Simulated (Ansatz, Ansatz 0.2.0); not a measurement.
# Elastic constants of B2 FeTi: LDA, PBEsol, BLYP and r2SCAN compared with ultrasonic values

## Experiment

The reference is a set of three single-crystal elastic constants of FeTi, C11, C12 and C44, quoted as literature values in a survey table of "Microstructural and Mechanical Properties of Binary Ti-Rich Fe–Ti, Al-Rich Fe–Al, and Ti–Al Alloys" (2019, PubMed Central 6384648). The method is ultrasonic resonance and velocity. Such a measurement observes sound speeds or resonance frequencies, which are turned into stiffnesses through the density and the crystal orientation. The temperature and the composition of the crystal are not given with the values. We treat C12 with some reserve: to our knowledge, determinations of this constant disagree noticeably, and the value used here lies at the low end. It is also the constant that ultrasound reaches least directly, since it follows from combinations with the other two.

| compared with | measured | source's wording or label | method |
| --- | --- | --- | --- |
| C11 (GPa) | 310 | C11 | ultrasonic resonance and velocity |
| C12 (GPa) | 86 | C12 | ultrasonic resonance and velocity |
| C44 (GPa) | 74.9 | C44 | ultrasonic resonance and velocity |

Conditions are those given with the value in the passage it was taken from; "not stated" means there, and the paper may say more elsewhere. The values are a selection: others may have been left out beforehand as unlike or outlying.

## Plan

We look for the cheapest level of theory that gives C11, C12 and C44 of FeTi each within 10 % of the reference. That is about 31 GPa for C11, 9 GPa for C12 and 7 GPa for C44. Semilocal functionals commonly err by about this much in the elastic constants of transition-metal compounds, and an error of 10 % in a stiffness is only about 5 % in a sound speed, which is good enough for a Debye temperature.

The model is the perfect, ordered two-atom B2 cell without spin polarisation, since we know the ordered compound as a weak paramagnet; antisite iron, which can carry moments, is left out. The calculation is for a static lattice at 0 K. Warming softens most moduli, typically by a few per cent up to room temperature, so a modest excess over the reference would be tolerable.

We begin with LDA on a light k mesh, settle the numerical settings there, and then change the functional if the errors call for it. Besides the three constants we follow the bulk modulus and the difference C11 − C12, which separate an error in the response to compression from one in the response to shear.

Plain PBE isn't shown in this study.

System: FeTi (iron titanium), B2 (CsCl type); Pm-3m (No. 221), 2 atoms in the primitive cell; the database structure is a diffraction structure: a = 2.976 Å; structure from the Crystallography Open Database.

On the selection of runs and values: Further runs on this system are not shown.

## 1. LDA on a light k mesh

LDA with a 12×12×12 mesh is a cheap entry for a two-atom metal. We expect it to overbind, giving too small a cell and constants that are too stiff, C11 above all. The mesh is a provisional choice, because shear constants of a transition-metal compound can respond to how the Fermi surface is sampled.

**Run 1.** Ansatz 0.2.0: LDA, cell and atoms relaxed in a first step at this level from the database structure (its input isn't shown), PAW set soft_2, cutoff 420 eV (default), 12x12x12 k mesh, Methfessel-Paxton smearing 0.25 eV; elastic constants by two-point finite strains with relaxed ions, amplitude 0.01.

Key lines of the input:
```
crystal:
  # lattice and atoms
kpoints:
  mp_grid: { grid: [12, 12, 12] }
hamiltonian:
  xc: lda
scf:
  occupations: { method: methfessel_paxton, width: 0.25 }
output:
  forces: true
  stress: true
elastic:
  mode: relaxed_ion
  stencil: two_point
  amplitude: 0.01
```

Command:
```
ansatz run input.yaml --threads 4 --pin off --max-ram 16384MiB --backend cpu --events-out ev --progress --plain --runs-dir out
```

Selected lines of the output:
```
Basis set: ecut = 420 eV, 461 PW (Γ) [...]
k-points: 301 of 1728
  C = ∂σ_k/∂η_j (tension-positive GPa; Voigt order 11 22 33 23 13 12):
       441.566    118.477    118.477     -0.000     -0.000     -0.000
        -0.000     -0.000     -0.000     72.203      0.000      0.000
  moduli (Voigt/Reuss/Hill, GPa): K = 226.17/226.17/226.17   G = 107.94/92.71/100.33   E = 262.21   ν = 0.307
```

Converged; 10 s on 4 cores of Arm Neoverse V2, shared host.

| quantity | run 1 | measured | deviation |
| --- | --- | --- | --- |
| C11 (GPa) | 441.6 | 310 | +131.6 (+42.4 %) |
| C12 (GPa) | 118.5 | 86 | +32.5 (+37.8 %) |
| C44 (GPa) | 72.2 | 74.9 | −2.7 (−3.6 %) |
| conventional cell volume (Å³) | 24.03 |  |  |
| pressure (GPa) | −0.000422 |  |  |
| B (Reuss) (GPa) | 226.2 |  |  |
| G (Hill) (GPa) | 100.3 |  |  |

C11 and C12 lie about 40 % above the reference, while C44 is within 4 % of it. The overbinding is plain in the cell: its volume of 24.03 Å³ is about 9 % below that of the diffraction cell, a large contraction, though not an unusual one for LDA in 3d metals. A compressed lattice is stiffer, which fits the sign of the two large errors. C11 − C12 is also too large, at 323.1 GPa against 224 GPa, so the miss is not confined to the response to compression. The good C44 carries little weight while its neighbours are this far off and the mesh is untested.

## 2. Denser meshes and a smaller strain

At ten seconds a run, the numerical settings can be tested before the functional is changed. We raise the mesh to 18×18×18 and 26×26×26, and on the densest mesh we also halve the strain amplitude, to see whether the response is still linear. We expect C44 and C11 − C12 to move by some GPa, but not by the roughly 100 GPa that separates C11 − C12 from the reference.

**Run 2.** Ansatz 0.2.0: LDA, cell and atoms relaxed in a first step at this level from the database structure (its input isn't shown), PAW set soft_2, cutoff 420 eV (default), 18x18x18 k mesh, Methfessel-Paxton smearing 0.25 eV; elastic constants by two-point finite strains with relaxed ions, amplitude 0.01.

Key lines of the input, as changed from run 1:
```diff
  kpoints:
-   mp_grid: { grid: [12, 12, 12] }
+   mp_grid: { grid: [18, 18, 18] }
```

Converged; 25 s on the same hardware.

**Run 3.** Ansatz 0.2.0: LDA, cell and atoms relaxed in a first step at this level from the database structure (its input isn't shown), PAW set soft_2, cutoff 420 eV (default), 26x26x26 k mesh, Methfessel-Paxton smearing 0.25 eV; elastic constants by two-point finite strains with relaxed ions, amplitude 0.01.

Key lines of the input, as changed from run 1:
```diff
  kpoints:
-   mp_grid: { grid: [12, 12, 12] }
+   mp_grid: { grid: [26, 26, 26] }
```

Selected lines of the output:
```
  C = ∂σ_k/∂η_j (tension-positive GPa; Voigt order 11 22 33 23 13 12):
       439.111    119.699    119.699     -0.000     -0.000     -0.000
        -0.000     -0.000     -0.000     74.867      0.000      0.000
```

Converged; 64 s on the same hardware.

**Run 4.** Ansatz 0.2.0: LDA, cell and atoms relaxed in a first step at this level from the database structure (its input isn't shown), PAW set soft_2, cutoff 420 eV (default), 26x26x26 k mesh, Methfessel-Paxton smearing 0.25 eV; strain amplitude 0.005; elastic constants by two-point finite strains with relaxed ions.

Key lines of the input, as changed from run 3:
```diff
  elastic:
-   amplitude: 0.01
+   amplitude: 0.005
```

Selected lines of the output:
```
  C = ∂σ_k/∂η_j (tension-positive GPa; Voigt order 11 22 33 23 13 12):
       439.119    119.560    119.560     -0.000     -0.000     -0.000
        -0.000      0.000     -0.000     74.843      0.000      0.000
```

Converged; 82 s on 4 cores of Intel Xeon Platinum 8259CL at 2.50GHz (Skylake/Cascade Lake), shared host.

| quantity | run 2 | run 3 | run 4 | measured |
| --- | --- | --- | --- | --- |
| C11 (GPa) | 439.0 | 439.1 | 439.1 | 310 |
| C12 (GPa) | 119.6 | 119.7 | 119.6 | 86 |
| C44 (GPa) | 74.2 | 74.9 | 74.8 | 74.9 |
| conventional cell volume (Å³) | 24.02 | 24.02 | 24.02 |  |
| pressure (GPa) | −0.000698 | −0.000651 | −0.000651 |  |
| B (Reuss) (GPa) | 226.1 | 226.2 | 226.1 |  |
| G (Hill) (GPa) | 101.4 | 101.9 | 101.9 |  |

The numerical settings tested do not explain the misses. From the lightest to the densest mesh C11 falls by 2.5 GPa and C44 rises by 2.7 GPa; from 18×18×18 onward only C44 still moves noticeably, by 0.7 GPa. Halving the strain changes no constant by more than 0.14 GPa, so the response is linear at this level.

LDA therefore keeps its errors of about 40 % in C11 and C12. C44 now agrees with the reference almost exactly, but in a cell that is far too small, so we do not read that agreement as a sign of a sound description.

## 3. Two gradient-corrected functionals

The next step up is a gradient correction, at little extra cost. We take two that pull the lattice to different degrees: PBEsol, made for solids, which should expand the LDA cell slightly, and BLYP, which usually gives metals too large a volume and too soft a lattice. We expect PBEsol to remain too stiff in C11 and BLYP to come out clearly lower. Together they show how far the constants follow the volume. The meshes, 26×26×26 and 20×20×20, both lie in the range where LDA had settled to within about 1 GPa.

**Run 5.** Ansatz 0.2.0: PBEsol, cell and atoms relaxed in a first step at this level from the database structure (its input isn't shown), PAW set soft_2, cutoff 420 eV (default), 26x26x26 k mesh, Methfessel-Paxton smearing 0.25 eV; elastic constants by two-point finite strains with relaxed ions, amplitude 0.01.

Key lines of the input, as changed from run 3:
```diff
  hamiltonian:
-   xc: lda
+   xc: pbesol
```

Selected lines of the output:
```
  C = ∂σ_k/∂η_j (tension-positive GPa; Voigt order 11 22 33 23 13 12):
       417.931    107.132    107.132     -0.000     -0.000     -0.000
        -0.000     -0.000     -0.000     77.971      0.000      0.000
```

Converged; 81 s on the same hardware.

**Run 6.** Ansatz 0.2.0: BLYP, cell and atoms relaxed in a first step at this level from the database structure (its input isn't shown), PAW set soft_2, cutoff 420 eV (default), 20x20x20 k mesh, Methfessel-Paxton smearing 0.25 eV; elastic constants by two-point finite strains with relaxed ions, amplitude 0.01.

Key lines of the input, as changed from run 1:
```diff
  kpoints:
-   mp_grid: { grid: [12, 12, 12] }
+   mp_grid: { grid: [20, 20, 20] }
  hamiltonian:
-   xc: lda
+   xc: blyp
```

Selected lines of the output:
```
  C = ∂σ_k/∂η_j (tension-positive GPa; Voigt order 11 22 33 23 13 12):
       350.894     91.955     91.955     -0.000     -0.000     -0.000
        -0.000     -0.000     -0.000     62.761      0.000      0.000
```

Converged; 38 s on the same hardware.

| quantity | run 5 | run 6 | measured |
| --- | --- | --- | --- |
| C11 (GPa) | 417.9 | 350.9 | 310 |
| C12 (GPa) | 107.1 | 92.0 | 86 |
| C44 (GPa) | 78.0 | 62.8 | 74.9 |
| conventional cell volume (Å³) | 24.80 | 26.59 |  |
| pressure (GPa) | −0.008055 | −0.004210 |  |
| B (Reuss) (GPa) | 210.7 | 178.3 |  |
| G (Hill) (GPa) | 103.2 | 84.2 |  |

Neither functional meets the target. PBEsol enlarges the cell to 24.80 Å³ and lowers C11 and C12, but they remain 35 % and 25 % too high; only C44, 4 % above the reference, is within the limit. BLYP brings C12 within 7 %, yet C11 is still 13 % too high and C44 is now 16 % too low.

The BLYP cell, at 26.59 Å³, is about 1 % larger than the diffraction cell. Too small a volume therefore cannot be the reason for its high C11. C11 − C12 is 258.9 GPa with BLYP against 224 GPa in the reference, while C44 errs in the opposite direction. The reference crystal is thus less anisotropic in shear than the BLYP one, and a uniform softening of the calculated lattice would not remove that difference.

## 4. A meta-GGA as the last step

We now add the dependence on the kinetic-energy density with r2SCAN, on the same 20×20×20 mesh as BLYP and with the program's higher default cutoff for this functional. It is a dearer kind of functional, but still affordable for two atoms. We expect a volume between those of PBEsol and BLYP and a C44 better than BLYP's. Whether C11 comes down far enough is doubtful, since r2SCAN does not as a rule soften metals as much as BLYP does.

**Run 7.** Ansatz 0.2.0: r2SCAN, cell and atoms relaxed in a first step at this level from the database structure (its input isn't shown), PAW set soft_2, cutoff 500 eV (default), 20x20x20 k mesh, Methfessel-Paxton smearing 0.25 eV; elastic constants by two-point finite strains with relaxed ions, amplitude 0.01.

Key lines of the input, as changed from run 6:
```diff
  hamiltonian:
-   xc: blyp
+   xc: r2scan
```

Selected lines of the output:
```
  C = ∂σ_k/∂η_j (tension-positive GPa; Voigt order 11 22 33 23 13 12):
       426.713     95.475     95.475     -0.000     -0.000     -0.000
        -0.000     -0.000     -0.000     92.844      0.000      0.000
  moduli (Voigt/Reuss/Hill, GPa): K = 205.89/205.89/205.89   G = 121.95/112.64/117.30   E = 295.73   ν = 0.261
```

Converged; 86 s on 4 cores of Arm Neoverse V2, shared host.

| quantity | run 7 | measured | deviation |
| --- | --- | --- | --- |
| C11 (GPa) | 426.7 | 310 | +116.7 (+37.6 %) |
| C12 (GPa) | 95.5 | 86 | +9.5 (+11.0 %) |
| C44 (GPa) | 92.8 | 74.9 | +17.9 (+24.0 %) |
| conventional cell volume (Å³) | 25.36 |  |  |
| pressure (GPa) | −0.018901 |  |  |
| B (Reuss) (GPa) | 205.9 |  |  |
| G (Hill) (GPa) | 117.3 |  |  |

r2SCAN also misses the target. C11 is 38 % too high and C44 24 % too high. C12, at 11 % above the reference, is a narrow miss that another determination of this disputed constant could easily reverse.

The volume of 25.36 Å³ falls between those of PBEsol and BLYP, as we had expected, but C44 does not improve on BLYP: its error changes sign and grows. C11 − C12 rises to 331.2 GPa, above the 310.8 GPa of PBEsol, although the r2SCAN cell is the larger of the two. The shear stiffness therefore does not follow the volume alone; the functional also changes it directly. The mesh and strain tests were made with LDA and do not vouch for the r2SCAN values to the same degree, but the errors in C11 and C44 are far larger than any shift seen in those tests.

## Summary of runs

| run | settings | C11 (GPa) | C12 (GPa) | C44 (GPa) | mean abs. dev. of these columns (%) | cost |
| --- | --- | --- | --- | --- | --- | --- |
| 1 | LDA, cutoff 420 eV (default), 12x12x12 k mesh, amplitude 0.01 | 441.6 | 118.5 | 72.2 | 27.9 | under 1 core-min |
| 2 | LDA, cutoff 420 eV (default), 18x18x18 k mesh, amplitude 0.01 | 439.0 | 119.6 | 74.2 | 27.2 | 1.7 core-min |
| 3 | LDA, cutoff 420 eV (default), 26x26x26 k mesh, amplitude 0.01 | 439.1 | 119.7 | 74.9 | 27.0 | 4.3 core-min |
| 4 | LDA, cutoff 420 eV (default), 26x26x26 k mesh, strain amplitude 0.005 | 439.1 | 119.6 | 74.8 | 26.9 | 5.5 core-min |
| 5 | PBEsol, cutoff 420 eV (default), 26x26x26 k mesh, amplitude 0.01 | 417.9 | 107.1 | 78.0 | 21.2 | 5.4 core-min |
| 6 | BLYP, cutoff 420 eV (default), 20x20x20 k mesh, amplitude 0.01 | 350.9 | 92.0 | 62.8 | 12.1 | 2.5 core-min |
| 7 | r2SCAN, cutoff 500 eV (default), 20x20x20 k mesh, amplitude 0.01 | 426.7 | 95.5 | 92.8 | 24.2 | 5.7 core-min |
|  | measured | 310 | 86 | 74.9 |  |  |

## Verdict

None of the four functionals tried meets the target of 10 % for all three constants. BLYP comes nearest, at 2.5 core-minutes: C12 is 7 % too high and within the limit, but C11 is 13 % too high and C44 16 % too low. LDA, PBEsol and r2SCAN overestimate C11 by 35 to 42 %.

The change of functional mattered most. The denser meshes and the smaller strain moved the LDA constants by less than 3 GPa; they did not alter the outcome, but they rule out these settings as the cause of the LDA errors. The close LDA value of C44 is probably a chance agreement, obtained in a cell about 9 % smaller in volume than the diffraction cell.

Overbinding probably accounts for part of the excess stiffness in LDA and PBEsol. It cannot explain the high C11 of BLYP, whose cell is slightly too large. Thermal softening, typically a few per cent up to room temperature, has the right sign for C11 and might bring the BLYP value close to the limit. For C44 a correction of that sign would widen the BLYP miss.

The reference has its own uncertainty: the values are second-hand, and C12 lies at the low end of determinations that disagree. A different C12 would not, however, remove the misses in C11 and C44. Antisite defects in the measured crystal could also matter, though we can give neither sign nor size for their effect. On the computed side, all runs share one PAW set and one smearing width, and tests of these and of the cutoff are not shown in this report, so an error common to the runs is not excluded.

Plain PBE would be a natural next comparison, since it usually gives larger cells than PBEsol without softening metals as much as BLYP. That might help C44, but C11 is already too high with BLYP, so we would not expect PBE to meet the whole target. For a Debye temperature, the BLYP errors in C11 − C12 and C44 have opposite signs and would partly cancel; a good value obtained that way would not show that the individual constants are right.

[Logs are printed without paths, hosts, clocks, repeated set-up lines and the standing remarks that a program may print on its own settings, such as how far it seeks lower states.]

[The runs shown are a pick from a larger set of finished runs; failed, doubtful and other runs were left out of it ahead of writing. So were measured values far from every level or from commonly accepted values, and agreement can look better than it is. Lines of input and output are excerpts and may be shortened.]
